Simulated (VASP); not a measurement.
# Si in VASP: work function with PBE

Aim: the work function of Si with PBE.

Program: VASP 6.6.1. These are calculated values, not measurements. Logs are shortened: lines on timing, memory, paths and dates and some standing lists are left out, and cuts for length are marked.

### Step 1. Starting point

The cell holds a sheet with vacuum, 2 atoms: a = 2.446 Å, b = 3.370 Å, c = 27.409 Å, α = 90.00°, β = 90.00°, γ = 90.00°.

The cell was built by a generator and needn't be a form met in nature.

### Step 2. Work function, PBE

The input, INCAR:

```
  PREC = Accurate
  ENCUT = 520
  EDIFF = 1E-6
  ISMEAR = 0
  SIGMA = 0.05
  LREAL = False
  LASPH = True
  NELM = 80
  ALGO = Fast
  ISIF = 2
  LWAVE = False
  LCHARG = True
  LDIPOL = True
  IDIPOL = 3
  DIPOL = 0.5 0.5 0.292
  GGA = PE
  LELF = True
  LVHAR = True
  LVACPOTAV = True
```

The input, KPOINTS:

```
Automatic mesh
0
Gamma
  11 8 1
```

The input, POSCAR:

```
Si
1.0
    2.4456700000      0.0000000000      0.0000000000
    0.0000000000      3.3704800000      0.0000000000
    0.0000000000      0.0000000000     27.4086300000
Si
2
Direct
    0.0000000000      0.0000000000      0.3206400000
    0.5000000000      0.5000000000      0.2631200000
```

Potentials or basis: VASP PAW PBE potentials, release 64 (Si).

Run with:

```console
$ cat potpaw_PBE.64/Si/POTCAR > POTCAR
$ mpirun -np 1 vasp_std > vasp.out
```

OUTCAR:

```text
PREC = Accurate
   ENCUT = 520
   EDIFF = 1E-6
   ISMEAR = 0
   LREAL = False
   LASPH = True
   NELM = 80
   ISIF = 2
   GGA = PE

 ion  position               nearest neighbor table
   1  0.000  0.000  0.321-   2 2.61   2 2.61   2 2.61   2 2.61
   2  0.500  0.500  0.263-   1 2.61   1 2.61   1 2.61   1 2.61

  LATTYP: Found a simple orthorhombic cell.
 ALAT       =     2.4456700000
 B/A-ratio  =     1.3781417771
 C/A-ratio  =    11.2070025801

  Lattice vectors:

 A1 = (   2.4456700000,   0.0000000000,   0.0000000000)
 A2 = (   0.0000000000,   3.3704800000,   0.0000000000)
 A3 = (   0.0000000000,   0.0000000000,  27.4086300000)

Analysis of symmetry for initial positions (statically):
=====================================================================
 Subroutine PRICEL returns:
 Original cell was already a primitive cell.

 Routine SETGRP: Setting up the symmetry group for a
 simple orthorhombic supercell.

 Subroutine GETGRP returns: Found  8 space group operations
 (whereof  4 operations were pure point group operations)
 out of a pool of  8 trial point group operations.

The static configuration has the point symmetry C_2v.
 The point group associated with its full space group is D_2h.

Analysis of symmetry for dynamics (positions and initial velocities):
=====================================================================
 Subroutine PRICEL returns:
 Original cell was already a primitive cell.

 Routine SETGRP: Setting up the symmetry group for a
 simple orthorhombic supercell.

 Subroutine GETGRP returns: Found  8 space group operations
 (whereof  4 operations were pure point group operations)
 out of a pool of  8 trial point group operations.

The dynamic configuration has the point symmetry C_2v.
 The point group associated with its full space group is D_2h.

 Subroutine INISYM returns: Found  8 space group operations
 (whereof  4 operations are pure point group operations),
 and found     1 'primitive' translations

----------------------------------------------------------------------------------------

                                     Primitive cell

  volume of cell :     225.9316

  direct lattice vectors                    reciprocal lattice vectors
     2.445670000  0.000000000  0.000000000     0.408885909  0.000000000  0.000000000
     0.000000000  3.370480000  0.000000000     0.000000000  0.296693646  0.000000000
     0.000000000  0.000000000 27.408630000     0.000000000  0.000000000  0.036484859

  length of vectors
     2.445670000  3.370480000 27.408630000     0.408885909  0.296693646  0.036484859
[... 87 lines left out ...]
   ISIF   =      2    stress and relaxation
   ISYM   =      2    0-nonsym 1-usesym 2-fastsym
   POTIM  = 0.5000    time-step for ionic-motion
   TEBEG  =    0.0;   TEEND  =   0.0 temperature during run
   PSTRESS=    0.0 pullay stress
   NELECT =       8.0000    total number of electrons
   NUPDOWN=      -1.0000    fix difference up-down
   EMIN   =  10.00;   EMAX   =-10.00  energy-range for DOS
   EFERMI =   0.00;   METHOD = LEGACY
   ISMEAR =     0;   SIGMA  =   0.05  broadening in eV -4-tet -1-fermi 0-gaus
   EFERMI_NEDOS =   21; number of points for ismear=-14 and -15
   IALGO  =     68    algorithm
   IMIX   =      4    mixing-type and parameters
     AMIX     =   0.40;   BMIX     =  1.00
     AMIX_MAG =   1.60;   BMIX_MAG =  1.00
  volume/ion in A,a.u.               =     112.97       762.33
  Fermi-wavevector in a.u.,A,eV,Ry     =   0.537583  1.015885  3.932028  0.288996
  Thomas-Fermi vector in A             =   1.563424
   LORBIT       =      0    0 simple, 1 ext, 2 COOP (PROOUT), +10 PAW based schemes
   GGA     = PE    functional components
   LHFCALC =     F    Hartree Fock is set to
   AEXX    =    0.0000 exact exchange contribution
   IVDW    =     0    specifies the selected vdW correction
   LEPSILON=     F    determine dielectric tensor
   LRPA    =     F    only Hartree local field effects (RPA)
 non-spin polarized calculation
 RMM-DIIS sequential band-by-band and
 Gauss-broadening in eV      SIGMA  =   0.05
  energy-cutoff  :      520.00
  volume of cell :      225.93
 maximum number of plane-waves:      6156
   NGX =  9   NGY = 13   NGZ =101

 dipolmoment           0.000000      0.000000     -0.000001 electrons x Angstroem

 number of electron       8.0000000 magnetization

 dipolmoment           0.000000      0.000000      0.000001 electrons x Angstroem

 Free energy of the ion-electron system (eV)
  ---------------------------------------------------
  ext. energy  EPLUGINS =         0.00000000
  ---------------------------------------------------
  free energy    TOTEN  =        -9.21388224 eV

  energy without entropy =       -9.21167210  energy(sigma->0) =       -9.21277717

 E-fermi :  -2.9538     XC(G=0):  -2.1166

 val. band max:       -2.9713085030   @ k =   0.2727   0.2500   0.0000
 cond. band min:      -2.6863742394   @ k =   0.3636   0.1250   0.0000
 fundamental gap:      0.2849342636
 Fermi energy:        -2.9537872230

 k-point     1 :       0.0000    0.0000    0.0000
  band No.  band energies     occupation
      1     -15.6367      2.00000
      2     -10.0690      2.00000
      3      -4.7615      2.00000
      4      -4.2154      2.00000
      5      -1.4752      0.00000
      6       0.7089      0.00000
      7       1.5674      0.00000
      8       1.6284      0.00000
[... 243 lines left out ...]
 k-point    24 :       0.4545    0.3750    0.0000
  band No.  band energies     occupation
      1      -9.0999      2.00000
      2      -7.2959      2.00000
      3      -5.9890      2.00000
      4      -4.2345      2.00000
      5      -2.6849      0.00000
      6      -0.7367      0.00000
      7      -0.6945      0.00000
      8       1.1756      0.00000

 [... further k-points ...]
[... 5 lines left out ...]
  --------------------------------------------------------------------------------------
  -------------------------------------------------------------------------------------
  Total        0.6959774     -0.3042212      0.4233237      0.0000000      0.0000000      0.0000000
  in kB        4.9354733     -2.1573625      3.0019694      0.0000000      0.0000000      0.0000000
  external PRESSURE =       1.9266934 kB  Pullay stress =       0.0000000 kB

 VOLUME and BASIS-vectors are now :
 -----------------------------------------------------------------------------
  energy-cutoff  :      520.00
  volume of cell :      225.93
      direct lattice vectors                 reciprocal lattice vectors
     2.445670000  0.000000000  0.000000000     0.408885909  0.000000000  0.000000000
     0.000000000  3.370480000  0.000000000     0.000000000  0.296693646  0.000000000
     0.000000000  0.000000000 27.408630000     0.000000000  0.000000000  0.036484859

 POSITION                                       TOTAL-FORCE (eV/Angst)
 -----------------------------------------------------------------------------------
      0.00000      0.00000      8.78830         0.000000      0.000000      0.270380
      1.22283      1.68524      7.21176         0.000000      0.000000     -0.270380
 -----------------------------------------------------------------------------------
    total drift:                               -0.000000      0.000000      0.000008

  FREE ENERGIE OF THE ION-ELECTRON SYSTEM (eV)
  ---------------------------------------------------
  free  energy   TOTEN  =        -9.2138822350 eV

  energy  without entropy=       -9.2116721046  energy(sigma->0) =       -9.21277717

 vacuum level on the upper side and lower side of the slab         1.909         1.909
```

Wall time 50 s (1 thread of Intel Xeon 6975P-C (Granite Rapids), shared host); peak memory 0.31 GiB.

What came out:

```
Free energy                     : -9.2139 eV
Largest force                   : 0.270 eV/Å
Band gap on the k mesh          : none (metal or under the smearing width)
Work function of the upper face : 4.86 eV
Work function of the lower face : 4.86 eV
```

Forces in eV/Å, atoms in the order of the input:
```
Si   0.000  0.000  0.270
Si   0.000  0.000 -0.270
```

### Step 3. The reference run

An earlier run on the cell as given: functional PBE; potentials or basis VASP PAW PBE potentials, release 64 (Si); cutoff 520 eV; k mesh 11 × 8 × 1; occupations fermi-dirac, width 0.05 eV; no spin polarisation.

* Largest force: 0.274 eV/Å
* Band gap on the k mesh: none (metal or under the smearing width)
* Work function of the upper face: 4.82 eV
* Work function of the lower face: 4.82 eV
